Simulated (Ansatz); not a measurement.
Geometry optimisation, DFT PBEsol, scalar-relativistic, plane waves, PAW (Ansatz 0.2.0).

input.yaml

```yaml
crystal:
  lattice:
    - [5.2786, 0.0, 0.0]
    - [0.0, 5.2786, 0.0]
    - [0.0, 0.0, 22.23755]
  atoms:
    - { symbol: Ca, position: [0.0, 0.0, 0.044969] }
    - { symbol: F, position: [0.25, 0.75, 0.2229989] }
    - { symbol: F, position: [0.25, 0.25, 0.2229989] }
    - { symbol: Ca, position: [0.0, 0.5, 0.1636556] }
    - { symbol: F, position: [0.25, 0.25, 0.1043123] }
    - { symbol: F, position: [0.25, 0.75, 0.1043123] }
    - { symbol: Ca, position: [0.5, 0.0, 0.1636556] }
    - { symbol: F, position: [0.75, 0.75, 0.1043123] }
    - { symbol: F, position: [0.75, 0.25, 0.1043123] }
    - { symbol: Ca, position: [0.5, 0.5, 0.044969] }
    - { symbol: F, position: [0.75, 0.25, 0.2229989] }
    - { symbol: F, position: [0.75, 0.75, 0.2229989] }
    - { symbol: Ca, position: [0.0, 0.0, 0.2823423] }
    - { symbol: F, position: [0.25, 0.75, 0.4603722] }
    - { symbol: F, position: [0.25, 0.25, 0.4603722] }
    - { symbol: Ca, position: [0.0, 0.5, 0.4010289] }
    - { symbol: F, position: [0.25, 0.25, 0.3416856] }
    - { symbol: F, position: [0.25, 0.75, 0.3416856] }
    - { symbol: Ca, position: [0.5, 0.0, 0.4010289] }
    - { symbol: F, position: [0.75, 0.75, 0.3416856] }
    - { symbol: F, position: [0.75, 0.25, 0.3416856] }
    - { symbol: Ca, position: [0.5, 0.5, 0.2823423] }
    - { symbol: F, position: [0.75, 0.25, 0.4603722] }
    - { symbol: F, position: [0.75, 0.75, 0.4603722] }
    - { symbol: Ca, position: [0.0975309, 0.1139319, 0.5557065] }
basis:
  ecutwfc: 420.0
kpoints:
  mp_grid: { grid: [2, 2, 1] }
hamiltonian:
  xc: pbesol
  pseudopotentials: { kind: paw, azcp: { folder: soft_1 } }
scf:
  occupations: { method: fermi_dirac, width: 0.02 }
  lower_state_search: "off"
relax:
  f_tol: 0.08
  max_steps: 25
  adjacent_minimum: "off"
  constraints: [{ sites: [0, 4, 5, 7, 8, 9] }]
```

Command:

```bash
$ ansatz run input.yaml --threads 2 --pin off --max-ram 5120MiB --backend cpu --events-out ev --progress --plain --runs-dir out
```

**Question.** Where does it end, and by what steps?

**Answer.** The run converged. The force dipped under the threshold on the way, but the program's further checks kept it going. Limits of this set-up: coarse k mesh, slab without dipole correction, PAW files made for another functional. After 9 steps the energy has fallen by 5.360 eV; Ca25 moved furthest, 1.09 Å. Joined: F24–Ca25 (3.40 → 2.11 Å).

| step | energy less start (eV) | largest force component (eV/Å) | accepted |
| --- | --- | --- | --- |
| 0 | 0.0000 | 5.061 | yes |
| 1 | -1.6154 | 4.904 | yes |
| 2 | -2.8952 | 3.181 | yes |
| 3 | -3.8022 | 1.897 | yes |
| 4 | -4.4988 | 1.395 | yes |
| 5 | -4.9600 | 0.835 | yes |
| 6 | -5.2870 | 0.379 | yes |
| 7 | -5.3482 | 0.244 | yes |
| 8 | -5.3597 | 0.044 | yes |
| 9 | -5.3597 | 0.046 | yes |

```xyz
25
Lattice="5.2786 0.0000 0.0000 0.0000 5.2786 0.0000 0.0000 0.0000 22.2375" Properties=species:S:1:pos:R:3
Ca 0.000 0.000 1.000
F 1.325 3.963 5.068
F 1.326 1.327 5.070
Ca 0.003 2.642 3.760
F 1.320 1.320 2.320
F 1.320 3.959 2.320
Ca 2.642 0.003 3.760
F 3.959 3.959 2.320
F 3.959 1.320 2.320
Ca 2.639 2.639 1.000
F 3.962 1.325 5.068
F 3.965 3.965 5.065
Ca 0.006 0.007 6.511
F 1.316 3.988 10.569
F 1.314 1.319 10.571
Ca 0.010 2.647 9.266
F 1.325 1.327 7.818
F 1.326 3.970 7.818
Ca 2.647 0.010 9.266
F 3.968 3.970 7.822
F 3.970 1.328 7.819
Ca 2.646 2.647 6.517
F 3.983 1.316 10.570
F 3.984 3.988 10.567
Ca 0.009 0.011 11.589
```

The run took 91 s on 2 threads of Arm Neoverse V2, on a shared host, peak memory 1.1 GiB.
